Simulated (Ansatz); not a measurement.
## TaN under pressure: fit and missing row

TaN, P-62m, a = 5.200 Å, c = 2.910 Å. Ansatz: r2SCAN, PAW, 500 eV, Γ-centred 12×12×12 mesh on 6 atoms, Gaussian smearing 0.10 eV; no spin polarisation. Cell and atoms are relaxed at each pressure, and no other structure is tried, so the rows at high pressure may lie past a change of phase.

```
V (Å³/atom) P (GPa)
      9.895    59.97
     10.502    30.07
     10.890    14.97
     11.095     8.00
     11.255     3.00
     11.357     0.00
          ?    -3.00
```

Question: Take V0 = 11.357 Å³/atom, fit the third-order Birch–Murnaghan form to the other rows, and predict the missing volume.

Answer: With the Eulerian strain f = ½[(V0/V)^(2/3) − 1] and y = P/[3f(1 + 2f)^(5/2)], the form is the line y = B0 + 1.5 B0 (B0′ − 4) f. Rows (f, y): 0.04811, 330.2; 0.02678, 328.5; 0.01419, 327.9; 0.00784, 327.2; 0.00302, 326.2. Means f = 0.01999, y = 328.00; Σ(Δf)² = 0.001306, ΣΔfΔy = 0.1061; the slope is their ratio. y = 326.4 + 81.24 f GPa, so B0 = 326.4 GPa and B0′ = 4 + 2 × (81.24)/(3 × 326.4) = 4.17. P = -3.00 GPa is met at f = -0.00311 (y = 326.15), so V = V0 (1 + 2f)^(−3/2) = 11.464 Å³/atom. The run gave 11.464 Å³/atom, the same to the digits shown.

Spin–orbit coupling is left out, which can shift energies with elements as heavy as these.